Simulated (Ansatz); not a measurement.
Input for Ansatz (plane-wave DFT, PAW):

```yaml
crystal:
  lattice:
    - [3.9874398758, 0.0, 0.0]
    - [0.0, 3.9874398758, 0.0]
    - [0.0, 0.0, 3.9874398758]
  atoms:
    - { symbol: Ti, position: [0.0, 0.0, 0.0] }
    - { symbol: Al, position: [0.5, 0.5, 0.0] }
    - { symbol: Al, position: [0.5, 0.0, 0.5] }
    - { symbol: Al, position: [0.0, 0.5, 0.5] }
basis:
  ecutwfc: 420
kpoints:
  mp_grid: { grid: [10, 10, 10] }
hamiltonian:
  xc: pbesol
scf:
  occupations: { method: gaussian, width: 0.1 }
output:
  forces: true
  stress: true
  eigenvalues: true
```

Command:
```bash
ansatz run input.yaml --threads 1 --pin off --max-ram 2560MiB --backend cpu --events-out ev --progress --plain --runs-dir out
```

These are results of DFT PBEsol, scalar-relativistic, plane waves, PAW in Ansatz, not measurements.

Abridged output:

```
Pseudopotentials: kind: paw
Pseudopotential: Ti, paw, valence charge 12, recommended cutoff 420 eV (normal)
Pseudopotential: Al, paw, valence charge 3, recommended cutoff 420 eV (normal)
Functional definition: PBEsol
Crystal: 4 atoms, lattice volume = 63.399 Å³
Basis set: ecut = 420 eV, 1237 PW (Γ), exchange–correlation on 54×54×54 points (8 copies of the dense FFT grid, shifted against one another)
Bands: 15, of which v1, the nominal top of the filled ones, is band 11 counted from 1 (10 counted from 0)
Symmetry: 48 space group operations
Space group: Pm-3m (ITA 221), of the structure as read, at distance tolerance 4.0e-5 Å
k-points: 56 of 1000
Initial density: superposition of atomic densities (neutral atoms: chi_scale 0, normalization atom), corrected by the library's trained network
Initial wavefunctions: pseudopotential atomic-orbital guess
Functional: x = pbesol(κ = 0.804, μ = 0.12345679), c = pbesol(β = 0.046)
SCF iter   1: F=—  HF=-4049.040145 eV  |F-HF|=—  |Δ(HF+E_count)|=         —  Δρ=2.97e-3  dr2=6.50e-3  ethr=1.77e-3  ⟨swp⟩=5.4  Hψ=4775  notcnv=0
SCF iter   2: F=—  HF=-4049.038576 eV  |F-HF|=—  |Δ(HF+E_count)|=   1.57e-3  Δρ=1.64e-3  dr2=2.49e-3  ethr=3.10e-5  ⟨swp⟩=1.0  Hψ=1288  notcnv=0
SCF iter   3: F=—  HF=-4049.037937 eV  |F-HF|=—  |Δ(HF+E_count)|=   6.38e-4  Δρ=1.99e-4  dr2=4.21e-5  ethr=1.19e-5  ⟨swp⟩=2.7  Hψ=1456  notcnv=0
SCF iter   4: F=—  HF=-4049.038052 eV  |F-HF|=—  |Δ(HF+E_count)|=   1.15e-4  Δρ=4.09e-5  dr2=8.73e-7  ethr=2.00e-7  ⟨swp⟩=2.4  Hψ=1173  notcnv=0
SCF iter   5: F=-4049.038052 eV  HF=-4049.038052 eV  |F-HF|=1.31e-8  |Δ(HF+E_count)|=   1.32e-7  Δρ=6.82e-6  dr2=3.28e-8  ethr=4.15e-9  ⟨swp⟩=2.0  Hψ=1132  notcnv=0
SCF iter   6: F=-4049.038052 eV  HF=-4049.038052 eV  |F-HF|=2.69e-10  |Δ(HF+E_count)|=   8.93e-9  Δρ=1.06e-6  dr2=7.23e-10  ethr=1.56e-10  ⟨swp⟩=2.4  Hψ=2701  notcnv=0
SCF 1 converged in 6 iterations: F = -4049.038052 eV  dr2 = 7.23e-10
SCF converged after 6 iterations
Free energy (F): -4049.038052 eV
Harris-Foulkes:  -4049.038052 eV  (|F-HF|=2.69e-10)
Internal energy: -4049.026811 eV  (E = F + TS)
E sigma→0 (E₀):  -4049.032431 eV
Entropy (-TS):   -0.011241 eV (-2.810 meV/atom)
Fermi energy:    10.128071 eV
--- Per-component energies (eV) ---
  E_band       = -152.406677
  E_kinetic    = 343.996791
  E_local      = -1197.245219  (includes V_loc(G=0)·N_el)
  E_nonlocal   = 41.789349
  E_hartree    = 526.240886
  E_xc         = -216.086707
  E_vxc        = -210.530235  (∫ρ·V_xc dr)
  E_paw        = -2387.879107  (= ΣΔE_a)
  E_vpaw       = -182.899742  (= ΣTr[D̂ρ^β])
  E_aug_tail   = 0.000112  (compensation charges beyond the density's cutoff)
  E_ewald      = -1160.039719
  E_core_change = 0.196801  (= ΣΔE_core)
  E_smearing   = -0.011241  (= −TS)
--- Forces (eV/Å), atoms counted from 1 ---
  atom   1  Ti     0.00000000     0.00000000     0.00000000
  atom   2  Al     0.00000000     0.00000000     0.00000000
  atom   3  Al     0.00000000     0.00000000     0.00000000
  atom   4  Al     0.00000000     0.00000000     0.00000000
--- Stress (GPa, compression-positive) ---
       -3.119995       0.000000       0.000000
        0.000000      -3.119995       0.000000
        0.000000       0.000000      -3.119995
  P = ⅓ Tr σ = -3.1200 GPa (-31.200 kbar)
--- Band table (eV; the first three rows and the last of 56) ---
  k-point 0: bands = ["-46.6458", "-23.0513", "-23.0513", "-23.0513", "-0.5713", "7.0458", "7.0458", "7.9653", "7.9653", "7.9653", "10.2628", "10.2628", "10.2628", "10.8125", "14.0291"]
  k-point 1: bands = ["-46.6457", "-23.0531", "-23.0512", "-23.0512", "-0.4756", "6.3104", "7.1112", "7.9615", "7.9615", "8.3701", "10.2841", "10.2845", "10.2845", "11.2273", "13.7092"]
  k-point 2: bands = ["-46.6455", "-23.0577", "-23.0509", "-23.0509", "-0.1913", "5.1263", "7.2975", "7.9478", "7.9478", "8.8999", "10.3410", "10.3642", "10.3642", "11.9337", "12.9843"]
  k-point 55: bands = ["-46.6438", "-23.0652", "-23.0652", "-23.0652", "5.0009", "5.0009", "5.0009", "5.2175", "6.6448", "6.6448", "6.6448", "10.2390", "11.2697", "11.2697", "12.8067"]
```

The run converged.

The run took 4 s on 1 thread of Intel(R) Xeon(R) Platinum 8259CL CPU @ 2.50GHz (Skylake/Cascade Lake), on a shared host, peak memory 0.4 GiB.